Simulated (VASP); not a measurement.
Input:

```xyz
6
Lattice="4.4806 0.0000 0.0000 0.0000 4.4806 0.0000 0.0000 0.0000 3.1146" Properties=species:S:1:pos:R:3 pbc="T T T"
Ru     4.4806     0.0000     0.0000
Ru     2.2403     2.2403     1.5573
O      1.3679     1.3679     3.1146
O      3.6082     0.8724     1.5573
O      0.8724     3.6082     1.5573
O      3.1127     3.1127     0.0000
```

These are r2SCAN meta-GGA, VASP's PBE PAW potentials (set 64) (plane waves; VASP) values and carry that method's errors. Settings: 520 eV cut-off, 8×8×11 Γ-centred mesh, tetrahedra with Blöchl corrections, potentials Ru_pv O.

**Question.** The job: RuO2 (rutile), 6 atoms, r2SCAN, static run, 520 eV, 8×8×11 Γ-centred mesh. Roughly how much core time does it take on a busy server core?

**Answer.** About 7 core-minutes (one run on a shared machine, a rough figure). It had 90 irreducible k-points, 31 bands, up to 1704 plane waves and 23 electronic steps.

The compound is RuO2 in the rutile structure. It was relaxed first.
